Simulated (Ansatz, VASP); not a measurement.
# Pd: VASP beside Ansatz

The input INCAR:

```
PREC = Accurate
ENCUT = 520
EDIFF = 1E-7
ISMEAR = 1
SIGMA = 0.1
LREAL = F
LASPH = T
NELM = 80
ALGO = Normal
ISIF = 2
LWAVE = F
LCHARG = F
GGA = PS
NBANDS = 28
```

Contents of KPOINTS:

```
regular mesh
0
Gamma
  10 10 3
```

File POSCAR:

```
Pd
1.0
    2.8108260919      0.0000000000      0.0000000000
   -1.4054130459      2.4342469319      0.0000000000
    0.0000000000      0.0000000000      9.2776993859
Pd
4
Direct
    0.0000000000      0.0000000000      0.0000000000
    0.3333333333      0.6666666667      0.2500000000
    0.0000000000      0.0000000000      0.5000000000
    0.6666666667      0.3333333333      0.7500000000
```

Input for Ansatz:

```yaml
crystal:
  lattice:
    - [2.8108260918553705, 0.0, 0.0]
    - [-1.4054130459276852, 2.4342469318818143, 0.0]
    - [0.0, 0.0, 9.277699385938654]
  atoms:
    - { symbol: Pd, position: [0.0, 0.0, 0.0] }
    - { symbol: Pd, position: [0.3333333333333333, 0.6666666666666666, 0.25] }
    - { symbol: Pd, position: [0.0, 0.0, 0.5] }
    - { symbol: Pd, position: [0.6666666666666666, 0.3333333333333333, 0.75] }
basis:
  ecutwfc: 510.0
kpoints:
  mp_grid:
    grid: [10, 10, 3]
hamiltonian:
  xc: pbesol
scf:
  occupations:
    method: methfessel_paxton
    width: 0.1
output:
  stress: true
```

This isn't the form of Pd at room conditions, which is fcc.

Alike in both runs: task single point; functional PBEsol; k mesh 10 × 10 × 3; occupations methfessel-paxton of order 1, width 0.1 eV; no spin polarisation.

|  | VASP | Ansatz |
| --- | --- | --- |
| version | VASP 6.6.1 | Ansatz 0.2.0 |
| potentials or method | VASP PAW PBE potentials, release 64 (Pd) | plane waves, PAW |
| plane-wave cutoff (eV) | 520 | 510 |
| valence electrons in the cell | 40 | 72 |

|  | VASP | Ansatz | Ansatz less VASP |
| --- | --- | --- | --- |
| pressure (GPa) | -14.0 | -13.8 | +0.20 |
| largest component of the traceless stress (GPa) | 0.47 | 0.53 | +0.056 |

The two sets of potentials don't hold the same shells in valence.

Caveats: the PAW data sets were made with another functional, which shifts forces and pressure a little (VASP).
